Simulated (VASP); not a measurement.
# ZnSe (F-43m) in VASP: notebook

The runs below take ZnSe through band structure, optical spectrum, Born charges and dielectric tensor, with PBE.

Everything below comes from runs of VASP 6.6.1. Logs are shortened: lines on timing, memory, paths and dates and some standing lists are left out, and cuts for length are marked.

**Experimental background.**

From “Alloy Disordering Effects on the Thermal Conductivity and Energy Gap Temperature Dependence of Cd1−xZnxSe Ternary Crystals Grown by the Bridgman Method”, 2023, pmc:10253836, for a bulk crystal of ZnSe at 300 K: band gap 2.695 ± 0.003 eV (an exciton energy, a little under the gap).

From a printed reference work, textbook, for a bulk crystal of ZnSe: high-frequency dielectric constant 5.9.

How close the calculation comes is told below.

## Step 1: The structure

It takes space group F-43m (No. 216, cubic). Conventional cell: a = 5.668 Å, b = 5.668 Å, c = 5.668 Å, α = 90.00°, β = 90.00°, γ = 90.00°. Around Zn (site symmetry -43m) lie 4 Se at 2.45 Å. Se (site symmetry -43m) is surrounded by 4 Zn at 2.45 Å.

## Step 2: Band structure, PBE

The input, POSCAR:

```
ZnSe
1.0
    0.0000000000      2.8338000000      2.8338000000
    2.8338000000      0.0000000000      2.8338000000
    2.8338000000      2.8338000000      0.0000000000
Zn Se
1 1
Direct
    0.0000000000      0.0000000000      0.0000000000
    0.2500000000      0.2500000000      0.2500000000
```

The input, INCAR.step1:

```
SYSTEM = ZnSe
  PREC = Accurate
  ENCUT = 520
  EDIFF = 1E-7
  ISMEAR = 0
  SIGMA = 0.02
  LREAL = .FALSE.
  LASPH = .TRUE.
  NELM = 80
  ALGO = Normal
  ISIF = 2
  LWAVE = .FALSE.
  LCHARG = .TRUE.
  GGA = PE
  NBANDS = 16
```

The input, KPOINTS.step1:

```
Automatic mesh
0
G
  10 10 10
  0 0 0
```

The input, INCAR.step2:

```
SYSTEM = ZnSe
  PREC = Accurate
  ENCUT = 520
  EDIFF = 1E-7
  ISMEAR = 0
  SIGMA = 0.05
  LREAL = .FALSE.
  LASPH = .TRUE.
  NELM = 80
  ALGO = Normal
  ISIF = 2
  LWAVE = .FALSE.
  LCHARG = .FALSE.
  GGA = PE
  NBANDS = 16
  ICHARG = 11
```

The input, KPOINTS.step2:

```
path GXWKGLUWLK,UX
20
line-mode
reciprocal
 0.0000000000  0.0000000000  0.0000000000  G
 0.5000000000  0.0000000000  0.5000000000  X

 0.5000000000  0.0000000000  0.5000000000  X
 0.5000000000  0.2500000000  0.7500000000  W

 0.5000000000  0.2500000000  0.7500000000  W
 0.3750000000  0.3750000000  0.7500000000  K

 0.3750000000  0.3750000000  0.7500000000  K
 0.0000000000  0.0000000000  0.0000000000  G

 0.0000000000  0.0000000000  0.0000000000  G
 0.5000000000  0.5000000000  0.5000000000  L

 0.5000000000  0.5000000000  0.5000000000  L
 0.6250000000  0.2500000000  0.6250000000  U

 0.6250000000  0.2500000000  0.6250000000  U
 0.5000000000  0.2500000000  0.7500000000  W

 0.5000000000  0.2500000000  0.7500000000  W
 0.5000000000  0.5000000000  0.5000000000  L

 0.5000000000  0.5000000000  0.5000000000  L
 0.3750000000  0.3750000000  0.7500000000  K

 0.6250000000  0.2500000000  0.6250000000  U
 0.5000000000  0.0000000000  0.5000000000  X
```

Potentials or basis: VASP PAW PBE potentials, release 64 (Zn, Se).

Run with:

```
cat potpaw_PBE.64/Zn/POTCAR potpaw_PBE.64/Se/POTCAR > POTCAR
cp INCAR.step1 INCAR
cp KPOINTS.step1 KPOINTS
mpirun -np 1 vasp_std > vasp.out
cp INCAR.step2 INCAR
cp KPOINTS.step2 KPOINTS
mpirun -np 1 vasp_std > vasp.out
```

OUTCAR:

```text
SYSTEM = ZnSe
   PREC = Accurate
   ENCUT = 520
   EDIFF = 1E-7
   ISMEAR = 0
   LREAL = .FALSE.
   LASPH = .TRUE.
   NELM = 80
   ISIF = 2
   GGA = PE
   ICHARG = 11

 ion  position               nearest neighbor table
   1  0.000  0.000  0.000-   2 2.45   2 2.45   2 2.45   2 2.45
   2  0.250  0.250  0.250-   1 2.45   1 2.45   1 2.45   1 2.45

  LATTYP: Found a face centered cubic cell.
 ALAT       =     5.6676000000

  Lattice vectors:

 A1 = (   0.0000000000,   2.8338000000,   2.8338000000)
 A2 = (   2.8338000000,   0.0000000000,   2.8338000000)
 A3 = (   2.8338000000,   2.8338000000,   0.0000000000)

Analysis of symmetry for initial positions (statically):
=====================================================================
 Subroutine PRICEL returns:
 Original cell was already a primitive cell.

 Routine SETGRP: Setting up the symmetry group for a
 face centered cubic supercell.

 Subroutine GETGRP returns: Found 24 space group operations
 (whereof 24 operations were pure point group operations)
 out of a pool of 48 trial point group operations.

The static configuration has the point symmetry T_d .

Analysis of symmetry for dynamics (positions and initial velocities):
=====================================================================
 Subroutine PRICEL returns:
 Original cell was already a primitive cell.

 Routine SETGRP: Setting up the symmetry group for a
 face centered cubic supercell.

 Subroutine GETGRP returns: Found 24 space group operations
 (whereof 24 operations were pure point group operations)
 out of a pool of 48 trial point group operations.

The dynamic configuration has the point symmetry T_d .

 Subroutine INISYM returns: Found 24 space group operations
 (whereof 24 operations are pure point group operations),
 and found     1 'primitive' translations

----------------------------------------------------------------------------------------

                                     Primitive cell

  volume of cell :      45.5132

  direct lattice vectors                    reciprocal lattice vectors
     0.000000000  2.833800000  2.833800000    -0.176441527  0.176441527  0.176441527
     2.833800000  0.000000000  2.833800000     0.176441527 -0.176441527  0.176441527
     2.833800000  2.833800000  0.000000000     0.176441527  0.176441527 -0.176441527

  length of vectors
[... 75 lines left out ...]
   NELM   =     80;   NELMIN=  2; NELMDL=  0     # of ELM steps
   EDIFF  = 0.1E-06   stopping-criterion for ELM
   LREAL  =      F    real-space projection
   EDIFFG = 0.1E-05   stopping-criterion for IOM
   NSW    =      0    number of steps for IOM
   IBRION =     -1    ionic relax: 0-MD 1-quasi-New 2-CG
   NFREE  =      0    steps in history (QN), initial steepest desc. (CG)
   ISIF   =      2    stress and relaxation
   ISYM   =      2    0-nonsym 1-usesym 2-fastsym
   POTIM  = 0.5000    time-step for ionic-motion
   TEBEG  =    0.0;   TEEND  =   0.0 temperature during run
   PSTRESS=    0.0 pullay stress
   NELECT =      18.0000    total number of electrons
   NUPDOWN=      -1.0000    fix difference up-down
   EMIN   =  10.00;   EMAX   =-10.00  energy-range for DOS
   EFERMI =   0.00;   METHOD = LEGACY
   ISMEAR =     0;   SIGMA  =   0.05  broadening in eV -4-tet -1-fermi 0-gaus
   EFERMI_NEDOS =   21; number of points for ismear=-14 and -15
   IALGO  =     38    algorithm
   IMIX   =      4    mixing-type and parameters
     AMIX     =   0.40;   BMIX     =  1.00
     AMIX_MAG =   1.60;   BMIX_MAG =  1.00
  volume/ion in A,a.u.               =      22.76       153.57
  Fermi-wavevector in a.u.,A,eV,Ry     =   1.201673  2.270834 19.647073  1.444019
  Thomas-Fermi vector in A             =   2.337476
   LORBIT       =      0    0 simple, 1 ext, 2 COOP (PROOUT), +10 PAW based schemes
   GGA     = PE    functional components
   LHFCALC =     F    Hartree Fock is set to
   AEXX    =    0.0000 exact exchange contribution
   IVDW    =     0    specifies the selected vdW correction
   LEPSILON=     F    determine dielectric tensor
   LRPA    =     F    only Hartree local field effects (RPA)
 non-spin polarized calculation
 Gauss-broadening in eV      SIGMA  =   0.05
  energy-cutoff  :      520.00
  volume of cell :       45.51
 maximum number of plane-waves:      1243

 number of electron      18.0000012 magnetization

 Free energy of the ion-electron system (eV)
  ---------------------------------------------------
  ext. energy  EPLUGINS =         0.00000000
  ---------------------------------------------------
  free energy    TOTEN  =        -6.27532423 eV

  energy without entropy =       -6.27532423  energy(sigma->0) =       -6.27532423

 E-fermi :   1.8450     XC(G=0):  -9.3219

 val. band max:        1.6125758608   @ k =   0.0000   0.0000   0.0000
 cond. band min:       2.9031519958   @ k =   0.0000   0.0000   0.0000
 fundamental gap:      1.2905761350
 Fermi energy:         1.8449803739

 k-point     1 :       0.0000    0.0000    0.0000
  band No.  band energies     occupation
      1     -11.6466      2.00000
      2      -4.9332      2.00000
      3      -4.9332      2.00000
      4      -4.9332      2.00000
      5      -4.5620      2.00000
      6      -4.5620      2.00000
[... 433 lines left out ...]
      3      -4.6838      2.00000
      4      -4.6785      2.00000
      5      -4.5154      2.00000
      6      -4.3770      2.00000
[... 8 lines left out ...]
     15      15.4746      0.00000
     16      15.9978      0.00000

 [... further k-points ...]

------------------------ aborting loop because EDIFF is reached ----------------------------------------

  FORCE on cell =-STRESS in cart. coord.  units (eV):
  Direction    XX          YY          ZZ          XY          YZ          ZX
  --------------------------------------------------------------------------------------
  -------------------------------------------------------------------------------------
  Total       -0.2274479     -0.2274479     -0.2274479      0.0000000      0.0000000     -0.0000000
  in kB       -8.0067255     -8.0067255     -8.0067255      0.0000000      0.0000000     -0.0000000
  external PRESSURE =      -8.0067255 kB  Pullay stress =       0.0000000 kB

 VOLUME and BASIS-vectors are now :
 -----------------------------------------------------------------------------
  energy-cutoff  :      520.00
  volume of cell :       45.51
      direct lattice vectors                 reciprocal lattice vectors
     0.000000000  2.833800000  2.833800000    -0.176441527  0.176441527  0.176441527
     2.833800000  0.000000000  2.833800000     0.176441527 -0.176441527  0.176441527
     2.833800000  2.833800000  0.000000000     0.176441527  0.176441527 -0.176441527

 POSITION                                       TOTAL-FORCE (eV/Angst)
 -----------------------------------------------------------------------------------
      0.00000      0.00000      0.00000         0.000000      0.000000      0.000000
      1.41690      1.41690      1.41690        -0.000000     -0.000000     -0.000000
 -----------------------------------------------------------------------------------
    total drift:                               -0.000001     -0.000001     -0.000001

  FREE ENERGIE OF THE ION-ELECTRON SYSTEM (eV)
  ---------------------------------------------------
  free  energy   TOTEN  =        -6.2753242336 eV

  energy  without entropy=       -6.2753242336  energy(sigma->0) =       -6.27532423
```

Wall time 43 s (1 thread of Intel Xeon 6975P-C (Granite Rapids), shared host); peak memory 0.27 GiB.

What came out:

```yaml
Band_gap_on_the_k_mesh: 1.29 eV, direct
Band_gap_along_the_path: 1.29 eV, direct
```

Levels at the corners of the path, in eV from the valence-band top:
```
point  band 6  band 7  band 8  band 9  band 10  band 11  band 12  band 13
    Γ   -6.17    0.00    0.00    0.00     1.29     5.80     5.80     5.80
    X   -6.00   -4.75   -2.19   -2.19     2.98     3.46    10.74    11.25
    X   -6.00   -4.75   -2.19   -2.19     2.98     3.46    10.74    11.25
    W   -5.88   -4.68   -2.76   -2.66     5.48     5.55     6.97     7.71
    W   -5.88   -4.68   -2.76   -2.66     5.48     5.55     6.97     7.71
    K   -5.91   -4.72   -3.09   -1.79     3.58     5.60     9.05     9.27
    K   -5.91   -4.72   -3.09   -1.79     3.58     5.60     9.05     9.27
    Γ   -6.17    0.00    0.00    0.00     1.29     5.80     5.80     5.80
    Γ   -6.17    0.00    0.00    0.00     1.29     5.80     5.80     5.80
    L   -6.02   -5.23   -0.87   -0.87     2.54     6.38     6.38     8.58
    L   -6.02   -5.23   -0.87   -0.87     2.54     6.38     6.38     8.58
    U   -5.91   -4.72   -3.09   -1.79     3.58     5.60     9.05     9.27
    U   -5.91   -4.72   -3.09   -1.79     3.58     5.60     9.05     9.27
    W   -5.88   -4.68   -2.76   -2.66     5.48     5.55     6.97     7.71
    W   -5.88   -4.68   -2.76   -2.66     5.48     5.55     6.97     7.71
    L   -6.02   -5.23   -0.87   -0.87     2.54     6.38     6.38     8.58
    L   -6.02   -5.23   -0.87   -0.87     2.54     6.38     6.38     8.58
    K   -5.91   -4.72   -3.09   -1.79     3.58     5.60     9.05     9.27
    U   -5.91   -4.72   -3.09   -1.79     3.58     5.60     9.05     9.27
    X   -6.00   -4.75   -2.19   -2.19     2.98     3.46    10.74    11.25
```

Caveat: the log is that of the step along the path at fixed density, whose energy, stress, charges and moments have no meaning.

(Part 1 of 2 ends here.)
